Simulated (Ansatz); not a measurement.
Set up this calculation in Ansatz 0.2.0, as the native input.

* Task: relaxation of cell and atoms
* Functional: RPBE
* Dispersion: D3(BJ)
* Potentials or basis: Ansatz PAW
* Cutoff: 420 eV (not typed: the program's choice for these potentials)
* k mesh: 7 × 5 × 5
* Occupations: fermi-dirac, width 0.05 eV
* Spin: no spin polarisation

Crystal: BaTiO3.

```
Ba Ti O
1.0
    -2.82767   -1.63255   -2.31773
     2.82767   -4.89766    0.00000
    -2.82767   -1.63255    4.63546
Ba Ti O
2 2 6
Direct
  0.01575 0.99511 0.97326
  0.98425 0.50489 0.52674
  0.50386 0.98954 0.50362
  0.46814 0.51046 0.02438
  0.53055 0.23162 0.73316
  0.48625 0.75828 0.23994
  0.47922 0.75734 0.73348
  0.53758 0.25276 0.23962
  0.99089 0.02893 0.47950
  0.04611 0.47107 0.00370
```

These files were run (other wordings do the same):

input.yaml

```yaml
crystal:
  lattice:
    - [-2.82766816, -1.63255497, -2.31773161]
    - [2.82766816, -4.89766492, 0.0]
    - [-2.82766816, -1.63255497, 4.63546322]
  atoms:
    - { symbol: Ba, position: [0.01574546, 0.99510673, 0.97325899] }
    - { symbol: Ba, position: [0.98425454, 0.50489327, 0.52674101] }
    - { symbol: Ti, position: [0.50385971, 0.9895382, 0.503622] }
    - { symbol: Ti, position: [0.46814029, 0.5104618, 0.024378] }
    - { symbol: O, position: [0.53055, 0.23162339, 0.73315727] }
    - { symbol: O, position: [0.48625, 0.75827661, 0.23994273] }
    - { symbol: O, position: [0.47921711, 0.75734423, 0.73348461] }
    - { symbol: O, position: [0.53758289, 0.25275577, 0.23961539] }
    - { symbol: O, position: [0.99088784, 0.02893112, 0.47950327] }
    - { symbol: O, position: [0.04611216, 0.47106888, 0.00369673] }
hamiltonian:
  xc: rpbe
  pseudopotentials: { kind: paw }
  dispersion: d3bj
kpoints:
  mp_grid: { grid: [7, 5, 5] }
scf:
  occupations: { method: fermi_dirac, width: 0.05 }
output:
  forces: true
  stress: true
  eigenvalues: true
  write_density: true
  write_potential: true
  elf: true
  volumetric_format: npy
relax:
  f_tol: 0.01
  max_steps: 40
  cell: { stress_tol: 0.05 }
```

Potentials or basis: Ansatz PAW.

Launch:

```bash
$ ansatz run input.yaml --threads 4 --pin off --max-ram 11264MiB --backend cpu --events-out ev --progress --plain --runs-dir out
```

Results of the run:

- Relaxed volume: 11.50 Å³/atom
- Relaxed cell: a = 3.860 Å, b = 5.458 Å, c = 5.458 Å, α = 90.00°, β = 90.00°, γ = 90.00°
- Space group after relaxing (to 0.05 Å): Pm-3m (No. 221)
- Energy gained by relaxing: 187.5 meV/atom
- Ionic steps: 8
- Pressure after relaxing: 0.0 GPa
- Band gap on the k mesh: 2.05 eV, direct

Caveat: odd divisions of the mesh miss points on the zone boundary, where band edges often lie, so the gap on the mesh can be too wide; the plane-wave basis is chosen anew once the cell has moved, so the energies of steps on either side of that aren't comparable; the pressure holds a Pulay correction of +0.5 GPa for the finite cutoff; spin-orbit coupling is left out, which moves the levels of the heavy elements; the volume moved by -10 % from the deposited cell, more than functionals usually miss; the PAW data sets come from PBE, with cores solved anew for the run's functional, which leaves a small shift of forces and pressure.

It took 47 s on 4 threads of AMD EPYC 9R45 96-Core Processor (Zen 5) (shared host), peak memory 0.81 GiB.
